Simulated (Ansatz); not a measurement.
# Stack of TiGe2N4 under honeycomb AsN, shifted by a third of the diagonal in a perpendicular field, part 2 of 3

Aim: how the stack of TiGe2N4 under honeycomb AsN, shifted by a third of the diagonal screens a field along its normal, and what the field does to its bands. A positive field points along +c.

Ansatz 0.2.0; plane-wave DFT, PBE-D3(BJ), Ansatz PAW.

So far. Step 2 (Relaxing the slab): The lattice constant a goes from 3.000 to 3.020 Å.

## (3) Single point, field 0

A sawtooth potential applies the field, turning back in the middle of the vacuum. With the dipole correction the typed value is the field outside the slab. The induced dipole is small, so the SCF threshold is tight.

The cell differs from the one that the last finished run ended in (c 53.972 → 29.520 Å).

Input file input.yaml:

```yaml
crystal:
  lattice:
    - [3.0204425667, 0.0, 0.0]
    - [-1.5102212834, 2.6157799935, 0.0]
    - [0.0, 0.0, 29.5197637116]
  atoms:
    - { symbol: "N", position: [0.0, 0.0, 0.3048804892] }
    - { symbol: Ge, position: [0.3333333333, 0.6666666667, 0.3262704611] }
    - { symbol: "N", position: [0.3333333333, 0.6666666667, 0.3898081509] }
    - { symbol: Ti, position: [0.0, 0.0, 0.4287209478] }
    - { symbol: "N", position: [0.3333333333, 0.6666666667, 0.4676203788] }
    - { symbol: Ge, position: [0.3333333333, 0.6666666667, 0.5311361703] }
    - { symbol: "N", position: [0.0, 0.0, 0.5524506293] }
    - { symbol: "N", position: [0.0, 0.0, 0.6634860548] }
    - { symbol: As, position: [0.6666666667, 0.3333333333, 0.6951195108] }
kpoints:
  mp_grid: { grid: [18, 18, 1] }
  band_path:
    path: [[0, 0, 0], [0.5, 0, 0], [0.33333333, 0.33333333, 0], [0, 0, 0]]
    npoints: 16
hamiltonian:
  xc: pbe
  dispersion: d3bj
scf:
  occupations: { method: fermi_dirac, width: 0.05 }
  convergence: { dr2_threshold: 1.0e-10 }
efield:
  axis: 3
  dipole_correction: true
  ramp_position: 0.97
  ramp_width: 0.06
  amplitude: 0
output:
  dos: { projected: true, e_range: [-6, 5] }
  bader: true
  write_potential: true
  write_density: true
  volumetric_format: npy
  elf: true
```

On the command line:

```console
ansatz run input.yaml --threads 4 --pin off --max-ram 6144MiB --backend cpu --events-out ev --progress --plain --runs-dir out
```

Numbers of over 12 decimals in the logs are rounded to 6 here.

Output:

```text
[...]
Crystal: 9 atoms, lattice volume = 233.230 Å³
Basis set: ecut = 420 eV, 4467 PW (Γ)
Bands: 49, of which v1, the nominal top of the filled ones, is band 40 counted from 1 (39 counted from 0)
Symmetry: 6 space group operations
[...]
k-points: 37 of 324 (time reversal used)
[...]
SCF iter   1: F=—  HF=-17869.019223 eV  |F-HF|=—  |Δ(HF+E_count)|=         —  Δρ=4.18e-3  dr2=1.15e-1  ethr=1.77e-3  p=0.030 e·Å  D=2.29e-2 V/Å  ΔV_dip=-0.68 eV  dr2_dipole=1.57e-3  V_vac-E_F(+/−)=5.20/5.88 eV  ⟨swp⟩=7.3  Hψ=7669  notcnv=0  defer=40
efield: sawtooth ramp at fractional position 0.9700 (set: `efield.ramp_position`, or a place that a band, a saddle search or an elastic batch's reference lends), width 0.0600; the density the first Hamiltonian is built on has a dipole p = 0.030 e·Å; the dipole correction subtracts the counter field D = 2.29e-2 V/Å, which shifts the + side's vacuum level by -0.68 eV against the − side's; the planar-averaged density in the ramp window peaks in size at 2.4e-5 e/Å³
[...]
SCF iter   2: F=—  HF=-17869.009556 eV  |F-HF|=—  |Δ(HF+E_count)|=   9.67e-3  Δρ=4.55e-3  dr2=7.33e-2  ethr=1.44e-4  p=0.053 e·Å  D=4.09e-2 V/Å  ΔV_dip=-1.21 eV  dr2_dipole=2.09e-3  V_vac-E_F(+/−)=5.03/6.24 eV  ⟨swp⟩=3.0  Hψ=3048  notcnv=0  defer=111
[...]
SCF iter  14: F=-17869.000825 eV  HF=-17869.000825 eV  |F-HF|=1.82e-11  |Δ(HF+E_count)|=  1.82e-11  Δρ=1.28e-7  dr2=3.66e-11  ethr=1.00e-12  p=0.077 e·Å  D=5.98e-2 V/Å  ΔV_dip=-1.77 eV  dr2_dipole=7.42e-13  V_vac-E_F(+/−)=4.50/6.27 eV  ⟨swp⟩=11.0  Hψ=5252  notcnv=0
SCF 1 converged in 14 iterations: F = -17869.000825 eV  dr2 = 3.66e-11
[...]
NSCF: frozen V_eff on 49 k-points
efield: sawtooth ramp at fractional position 0.9700 (kept from the solve that this one continues, or follows in the run), width 0.0600; the density the first Hamiltonian is built on has a dipole p = 0.077 e·Å; the dipole correction subtracts the counter field D = 5.98e-2 V/Å, which shifts the + side's vacuum level by -1.77 eV against the − side's; the planar-averaged density in the ramp window peaks in size at 1.9e-5 e/Å³
[...]
SCF converged after 14 iterations
Free energy (F): -17869.000825 eV
[...]
Internal energy: -17869.000824 eV  (E = F + TS)
E sigma→0 (E₀):  -17869.000824 eV
Entropy (-TS):   -0.000002 eV (-0.000 meV/atom)
Fermi energy:    1.985512 eV
Dipole field:    D = 0.059823 V/Å  (p = 0.077107 e·Å, saw-weighted, corrected)
Work function:   Φ+ = 4.5044 eV   Φ− = 6.2704 eV
Levels:          The Fermi level and band energies are counted from a zero that moves with the ramp; work functions are not
[...]
--- Band table (eV; the first three rows and the last of 37) ---
  k-point 0: bands = [... 36 lower, 0.5167, 0.7783, 0.7783, 1.2581, 3.0126, 3.2874, 4.8550, 4.9936, ... 5 higher]
  k-point 1: bands = [... 36 lower, 0.5475, 0.7287, 0.7337, 1.3306, 3.2682, 3.3963, 4.9279, 4.9423, ... 5 higher]
  k-point 2: bands = [... 36 lower, 0.4525, 0.5919, 0.7600, 1.3868, 3.4749, 3.8188, 4.8780, 5.0180, ... 5 higher]
  k-point 36: bands = [... 36 lower, -0.7382, -0.4954, 0.4866, 1.0411, 3.0223, 3.6838, 4.1768, 5.7431, ... 5 higher]
--- Bader charges: 9 sites ---
  site symbol  charge [e]  shift [e]
     0      N     -1.4775     0.0154
     1     Ge      1.9809     0.0203
     2      N     -1.4905     0.0053
     3     Ti      1.9740     0.0008
     4      N     -1.4910     0.0053
     5     Ge      1.9817     0.0203
     6      N     -1.4752     0.0154
     7      N     -1.1405     0.0090
     8     As      1.1380     0.0090
  estimated error of the sums over rays = 4.1e-4 e
```

It took 37 s on 4 threads of Arm Neoverse V2, shared host; peak memory 0.89 GiB; 2.5 min of CPU time.

The column dr2 measures how far the density is from self-consistency, as an energy; F and HF (Harris–Foulkes) agree once it is small.

Numbers from this step:

```yaml
dipole_along_the_normal: 0.07711 e·Å
gap_along_the_path: 1.246 eV
smallest_direct_gap_along_the_path: 1.749 eV
step_between_the_vacuum_levels: -1.766 eV
ionisation_energy_upper_face: 5.099 eV
electron_affinity_upper_face: 3.853 eV
ionisation_energy_lower_face: 6.865 eV
gap_the_smaller_of_path_and_mesh: 1.246 eV
```

Running mean over a fixed 2.5 Å (it still follows the layers) of the planar mean; the ramp of the sawtooth is left out. Table of electron's electrostatic potential energy less the Fermi level by z:

```
z (Å)  electron's electrostatic potential energy less the Fermi level (eV)
    4                                                                 6.27
    5                                                                 6.27
    6                                                                 6.26
    7                                                                 5.92
    8                                                                0.457
    9                                                                -6.76
   10                                                                -7.96
   11                                                                -5.39
   12                                                                -7.58
   13                                                                -8.62
   14                                                                -5.45
   15                                                                -7.30
   16                                                                -7.77
   17                                                                -2.32
   18                                                                 4.02
   19                                                                -1.37
   20                                                                -5.84
   21                                                                -3.72
   22                                                                 1.34
   23                                                                 4.20
   24                                                                 4.48
   25                                                                 4.50
   26                                                                 4.50
```

The density of states has structure finer than the step of the table below, so its rows give means over 0.25 eV, whole bins alone (the curve runs from -6 to 2.63 eV). Peaks (eV: height): -5.200: 10.7, -4.540: 10.7, -4.040: 14.3, -2.310: 10.9, -2.200: 11.1, -1.530: 13.9, 0.700: 12.8.

Table of density of states by energy, zero at the Fermi level of the run, which the smearing sets inside the gap; means over each step:

| energy (eV) | density of states (states/eV a cell) |
| --- | --- |
| -5.75 | 4.10 |
| -5.50 | 5.40 |
| -5.25 | 4.26 |
| -5.00 | 3.99 |
| -4.75 | 3.68 |
| -4.50 | 6.34 |
| -4.25 | 5.23 |
| -4.00 | 8.33 |
| -3.75 | 3.30 |
| -3.50 | 3.05 |
| -3.25 | 3.84 |
| -3.00 | 3.20 |
| -2.75 | 3.09 |
| -2.50 | 4.31 |
| -2.25 | 8.83 |
| -2.00 | 5.42 |
| -1.75 | 6.47 |
| -1.50 | 7.36 |
| -1.25 | 6.16 |
| -1.00 | 2.53 |
| -0.75 | 1.52 |
| -0.50 | 0.558 |
| -0.25 | 0 |
| 0.00 | 0 |
| 0.25 | 0 |
| 0.50 | 0 |
| 0.75 | 5.48 |
| 1.00 | 2.17 |
| 1.25 | 1.54 |
| 1.50 | 1.56 |
| 1.75 | 1.92 |
| 2.00 | 1.43 |
| 2.25 | 1.49 |
| 2.50 | 1.22 |

Projected DOS per atom over height of the atomic layer and energy from the Fermi level. Layers: N Ge N Ti N Ge N N As from below.

Ten even steps from '_' (0.00 states/eV) to '@' (3.19 states/eV), each cell a mean:
```
______..________..
______________..::
______________::::
______..______....
______@@__________
______..__________
__________________
__________________
__________________
..__..__..__::--..
--__==::==__--....
::__==::==__::....
--__==::==__--..::
..__::..::__..____
..__......__..____
..__......__....__
::__......__::::__
::..::::::..--::..
..............--::
..__..__..__......
......__......--::
..__..__..........
```
Columns: height of the atomic layer (Å) from 9 to 20.5 (not evenly spaced); rows upwards: energy from the Fermi level (eV) from -5.96 to 2.59.

Electronic bands along the path, in eV, zero at the Fermi level of the run, which the smearing sets inside the gap:

| point | band 37 | band 38 | band 39 | band 40 | band 41 | band 42 | band 43 | band 44 |
| --- | --- | --- | --- | --- | --- | --- | --- | --- |
| Γ | -1.47 | -1.21 | -1.21 | -0.73 | 1.03 | 1.30 | 2.87 | 3.01 |
| halfway | -1.94 | -1.92 | -1.17 | -0.85 | 0.96 | 1.69 | 3.03 | 3.21 |
| M | -2.35 | -1.77 | -1.63 | -1.32 | 0.65 | 0.75 | 3.01 | 3.11 |
| halfway | -2.24 | -2.22 | -1.54 | -1.24 | 0.78 | 1.64 | 2.62 | 3.44 |
| K | -2.72 | -2.48 | -1.50 | -0.94 | 1.04 | 1.70 | 2.19 | 3.76 |
| halfway | -1.87 | -1.62 | -1.18 | -0.94 | 0.81 | 2.53 | 3.18 | 3.31 |
| Γ | -1.47 | -1.21 | -1.21 | -0.73 | 1.03 | 1.30 | 2.87 | 3.01 |

Valence density in the ca plane at fractional y = 0.667, with atoms of Ge and N within 0.2 Å of it. It is the smooth field of the valence electrons, not physical close to the nuclei.

Ten steps, logarithmic in the rise over the least value, from '0' (0 e/Å³) to '9' (34 e/Å³), each cell a mean:
```
00000000000011211000011121100001122100000112
00000000000011211000001121100001122100000112
00000000000001221101111111111111221100000011
00000000000001244212332112332223431100000000
00000000000002598423553213454337973100000000
00000000000002698424553213454337973100000000
00000000000001354222342112343224542100000000
00000000000001221111121111221111221100000011
```
Columns run along c (16.0 Å, from fractional 0.14 to 0.68 of the cell), rows up along a (3.0 Å). Atoms in or near the plane, at fractional coordinates: Ge at (0.33, 0.33), N at (0.39, 0.33), N at (0.47, 0.33), Ge at (0.53, 0.33).

Electrostatic potential energy in the ca plane at fractional y = 0.667, with atoms of Ge and N within 0.2 Å of it. With pseudopotentials it is smooth inside the atoms' cores, unlike the true potential.

Ten even steps from '0' (-42 eV) to '9' (8 eV), each cell a mean:
```
99999999999998888899987556899988888999999987
99999999999998888899987556899998888999999987
99999999999998766789988777899987678999999998
99999999999987422577547888546863236899999999
99999999999985100263004886001641014799999999
99999999999985100263003885001641013799999999
99999999999986322477337887426752225899999999
99999999999998756789888777889886568999999998
```
Columns run along c (16.0 Å, from fractional 0.14 to 0.68 of the cell; values clipped at the 3rd and 97th percentile), rows up along a (3.0 Å). Atoms in or near the plane, at fractional coordinates: Ge at (0.33, 0.33), N at (0.39, 0.33), N at (0.47, 0.33), Ge at (0.53, 0.33).

ELF in the ca plane at fractional y = 0.667, with atoms of Ge and N within 0.2 Å of it. It is the smooth field of the valence electrons, not physical close to the nuclei.

Values, 5 rows by 16 columns, each cell a mean:
```
0.00 0.00 0.01 0.15 0.55 0.55 0.14 0.15 0.18 0.15 0.11 0.31 0.62 0.32 0.19 0.68
0.00 0.00 0.00 0.09 0.42 0.45 0.24 0.50 0.20 0.38 0.37 0.30 0.51 0.22 0.12 0.49
0.00 0.00 0.00 0.02 0.17 0.15 0.39 0.67 0.45 0.65 0.66 0.17 0.21 0.07 0.02 0.08
0.00 0.00 0.00 0.01 0.15 0.09 0.40 0.54 0.46 0.57 0.63 0.13 0.17 0.06 0.01 0.04
0.00 0.00 0.00 0.05 0.32 0.36 0.31 0.69 0.30 0.56 0.55 0.27 0.40 0.16 0.07 0.32
```
Columns run along c (16.0 Å, from fractional 0.14 to 0.68 of the cell), rows up along a (3.0 Å). Atoms in or near the plane, at fractional coordinates: Ge at (0.33, 0.33), N at (0.39, 0.33), N at (0.47, 0.33), Ge at (0.53, 0.33).

The gap is 1.25 eV, with the valence edge 5.10 eV and the conduction edge 3.85 eV under the upper vacuum level.

## (4) Atoms held, field 0.1 V/Å

input.yaml: that of step 3 with these lines changed.

```diff
@@ -31,6 +31,4 @@
   ramp_width: 0.06
-  amplitude: 0
+  amplitude: 0.1
 output:
-  dos: { projected: true, e_range: [-6, 5] }
-  bader: true
   write_potential: true
@@ -38,2 +36 @@
   volumetric_format: npy
-  elf: true
```

Output:

```text
[...]
Crystal: 9 atoms, lattice volume = 233.230 Å³
Basis set: ecut = 420 eV, 4467 PW (Γ)
Bands: 49, of which v1, the nominal top of the filled ones, is band 40 counted from 1 (39 counted from 0)
Symmetry: 6 space group operations
[...]
k-points: 37 of 324 (time reversal used)
[...]
k-point 0: bands = [... 36 lower, 0.6079, 0.7280, 0.7280, 1.2424, 3.1555, 3.2471, 4.7986, 4.9475, ... 5 higher]
  k-point 1: bands = [... 36 lower, 0.5701, 0.6784, 0.7610, 1.3083, 3.3281, 3.4389, 4.8554, 4.9122, ... 5 higher]
  k-point 2: bands = [... 36 lower, 0.4150, 0.5416, 0.8528, 1.3617, 3.4251, 3.9715, 4.8221, 4.9715, ... 5 higher]
  k-point 36: bands = [... 36 lower, -0.7886, -0.3515, 0.4356, 0.9922, 2.9721, 3.8275, 4.1267, 5.6928, ... 5 higher]
[key lines of the parts left out:]
SCF converged after 23 iterations
Free energy (F): -17869.011061 eV
Fermi energy:    1.950988 eV
Dipole field:    D = 0.098990 V/Å  (p = 0.127590 e·Å, saw-weighted, corrected)
```

Wall time 27 s (4 threads); peak memory 0.85 GiB.

The dipole is 0.128 e·Å, 0.0505 e·Å from its value without field, and the gap 1.224 eV.

## (5) Atoms held, field -0.1 V/Å

input.yaml: that of step 4 with these lines changed.

```diff
@@ -31,3 +31,3 @@
   ramp_width: 0.06
-  amplitude: 0.1
+  amplitude: -0.1
 output:
```

Output:

```text
[...]
Crystal: 9 atoms, lattice volume = 233.230 Å³
Basis set: ecut = 420 eV, 4467 PW (Γ)
Bands: 49, of which v1, the nominal top of the filled ones, is band 40 counted from 1 (39 counted from 0)
Symmetry: 6 space group operations
[...]
k-points: 37 of 324 (time reversal used)
[...]
k-point 0: bands = [... 36 lower, 0.4159, 0.8275, 0.8275, 1.2848, 2.8609, 3.3346, 4.9016, 5.0470, ... 5 higher]
  k-point 1: bands = [... 36 lower, 0.4687, 0.7531, 0.7780, 1.3624, 3.1197, 3.4402, 4.9650, 5.0048, ... 5 higher]
  k-point 2: bands = [... 36 lower, 0.4686, 0.6412, 0.6791, 1.4211, 3.5220, 3.6662, 4.9266, 5.0682, ... 5 higher]
  k-point 36: bands = [... 36 lower, -0.6889, -0.6392, 0.5342, 1.0916, 3.0712, 3.5401, 4.2258, 5.7921, ... 5 higher]
[key lines of the parts left out:]
SCF converged after 25 iterations
Free energy (F): -17868.995644 eV
Fermi energy:    2.014437 eV
Dipole field:    D = 0.020560 V/Å  (p = 0.026500 e·Å, saw-weighted, corrected)
```

The job ended after 28 s (4 threads; peak memory 0.85 GiB).

The dipole is 0.0265 e·Å, -0.0506 e·Å from its value without field, and the gap 1.167 eV.

## (6) Atoms held, field 0.2 V/Å

input.yaml: that of step 5 with these lines changed.

```diff
@@ -31,3 +31,3 @@
   ramp_width: 0.06
-  amplitude: -0.1
+  amplitude: 0.2
 output:
```

Output:

```text
[...]
Crystal: 9 atoms, lattice volume = 233.230 Å³
Basis set: ecut = 420 eV, 4467 PW (Γ)
Bands: 49, of which v1, the nominal top of the filled ones, is band 40 counted from 1 (39 counted from 0)
Symmetry: 6 space group operations
[...]
k-points: 37 of 324 (time reversal used)
[...]
k-point 0: bands = [... 36 lower, 0.6769, 0.6769, 0.6813, 1.2449, 3.1741, 3.3287, 4.7342, 4.9077, ... 5 higher]
  k-point 1: bands = [... 36 lower, 0.5443, 0.6274, 0.8189, 1.3033, 3.2830, 3.5841, 4.7796, 4.8830, ... 5 higher]
  k-point 2: bands = [... 36 lower, 0.3704, 0.4906, 0.9331, 1.3559, 3.3741, 4.1228, 4.7603, 4.9282, ... 5 higher]
  k-point 36: bands = [... 36 lower, -0.8399, -0.2078, 0.3817, 0.9452, 2.9210, 3.9708, 4.0756, 5.6416, ... 5 higher]
[key lines of the parts left out:]
SCF converged after 23 iterations
Free energy (F): -17869.026341 eV
Fermi energy:    1.931919 eV
Dipole field:    D = 0.138109 V/Å  (p = 0.178010 e·Å, saw-weighted, corrected)
```

Wall time 26 s (4 threads); peak memory 0.86 GiB.

The dipole is 0.178 e·Å, 0.101 e·Å from its value without field, and the gap 1.180 eV.

## (7) Single point, field -0.2 V/Å

input.yaml: that of step 6 with these lines changed.

```diff
@@ -31,3 +31,3 @@
   ramp_width: 0.06
-  amplitude: 0.2
+  amplitude: -0.2
 output:
```

Output:

```text
[...]
Crystal: 9 atoms, lattice volume = 233.230 Å³
Basis set: ecut = 420 eV, 4467 PW (Γ)
Bands: 49, of which v1, the nominal top of the filled ones, is band 40 counted from 1 (39 counted from 0)
Symmetry: 6 space group operations
[...]
k-points: 37 of 324 (time reversal used)
[...]
k-point 0: bands = [... 36 lower, 0.3117, 0.8752, 0.8752, 1.3174, 2.7079, 3.3809, 4.9391, 5.1063, ... 5 higher]
  k-point 1: bands = [... 36 lower, 0.3688, 0.7898, 0.8257, 1.3987, 2.9670, 3.4861, 4.9902, 5.0755, ... 5 higher]
  k-point 2: bands = [... 36 lower, 0.4309, 0.6483, 0.6889, 1.4596, 3.5016, 3.5787, 4.9679, 5.1213, ... 5 higher]
  k-point 36: bands = [... 36 lower, -0.7823, -0.6412, 0.5781, 1.1431, 3.1185, 3.3971, 4.2730, 5.7959, ... 5 higher]
[key lines of the parts left out:]
SCF converged after 26 iterations
Free energy (F): -17868.995532 eV
Fermi energy:    1.988427 eV
Dipole field:    D = -0.018845 V/Å  (p = -0.024289 e·Å, saw-weighted, corrected)
```

Elapsed: 29 s, on 4 threads; peak memory 0.86 GiB; 1.9 min of CPU time.

The dipole is -0.0243 e·Å, -0.101 e·Å from its value without field, and the gap 0.993 eV.

## (8) Atoms held, field 0.35 V/Å

input.yaml: that of step 7 with these lines changed.

```diff
@@ -31,4 +31,6 @@
   ramp_width: 0.06
-  amplitude: -0.2
+  amplitude: 0.35
 output:
+  dos: { projected: true, e_range: [-6, 5] }
+  bader: true
   write_potential: true
@@ -36 +38,2 @@
   volumetric_format: npy
+  elf: true
```

Output:

```text
[...]
Crystal: 9 atoms, lattice volume = 233.230 Å³
Basis set: ecut = 420 eV, 4467 PW (Γ)
Bands: 49, of which v1, the nominal top of the filled ones, is band 40 counted from 1 (39 counted from 0)
Symmetry: 6 space group operations
[...]
k-points: 37 of 324 (time reversal used)
[...]
--- Bader charges: 9 sites ---
  site symbol  charge [e]  shift [e]
     0      N     -1.4883     0.0154
     1     Ge      1.9797     0.0202
     2      N     -1.4915     0.0053
     3     Ti      1.9739     0.0008
     4      N     -1.4899     0.0053
     5     Ge      1.9825     0.0204
     6      N     -1.4669     0.0155
     7      N     -1.1528     0.0090
     8     As      1.1533     0.0090
  estimated error of the sums over rays = 4.4e-4 e
[key lines of the parts left out:]
SCF converged after 21 iterations
Free energy (F): -17869.058714 eV
Fermi energy:    1.952067 eV
Dipole field:    D = 0.196793 V/Å  (p = 0.253648 e·Å, saw-weighted, corrected)
```

It took 44 s on 4 threads; peak memory 0.88 GiB; 2.9 min of CPU time.

The dipole is 0.254 e·Å, 0.177 e·Å from its value without field, and the gap 1.001 eV.

(Continued in part 3 of 3.)

[Logs are printed without paths, hosts, clocks, repeated set-up lines and the standing remarks that a program may print on its own settings, such as how far it seeks lower states.]

[Hosts, paths, dates, database ids (printed as entryN), source tags and the programs' standing remarks are cut or masked in the printed files.]

[Maps of the electrostatic potential energy from Ansatz leave out the sawtooth potential of an applied field or a dipole correction, so their vacuum need not be flat; planar profiles and work functions include it.]

[The density of states shown here was stored with 400 of the rows of the run's finer table, so its peaks can read low, often by over a quarter, or be missed, and its means over a window can be off by a tenth or more.]
